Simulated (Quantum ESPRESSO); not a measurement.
# AlN: equation of state with r2SCAN

The system is AlN.

```
CELL_PARAMETERS angstrom
0.00000 2.18399 2.18399
2.18399 0.00000 2.18399
2.18399 2.18399 0.00000
ATOMIC_POSITIONS crystal
Al 0.00000 0.00000 0.00000
N 0.25000 0.25000 0.25000
```

Measurements of this composition are mostly on another form, of space group No. 186.

* Program: Quantum ESPRESSO 7.5
* Task: equation of state
* Functional: r2SCAN
* Potentials or basis: SG15 PBE 1.2
* Cutoff: 1197 eV
* Density cutoff: 4789 eV
* k mesh: 8 × 8 × 8
* Occupations: fermi-dirac, width 0.05 eV
* Spin: no spin polarisation

* Equilibrium volume: 10.48 Å³/atom
* Bulk modulus: 209 GPa
* Pressure derivative of the bulk modulus: 3.9

Energy against volume, from the lowest point:
| volume (Å³/atom) | energy (meV/atom) |
| --- | --- |
| 9.792 | 32.78 |
| 10.001 | 15.29 |
| 10.209 | 4.57 |
| 10.417 | 0.00 |
| 10.626 | 0.99 |
| 10.834 | 7.03 |
| 11.042 | 17.65 |

All runs of the series together: 11 min on 2 threads of Intel(R) Xeon(R) Platinum 8488C (Sapphire Rapids) (shared host).

Caveat: the potentials were made for another functional, which shifts forces and pressure.
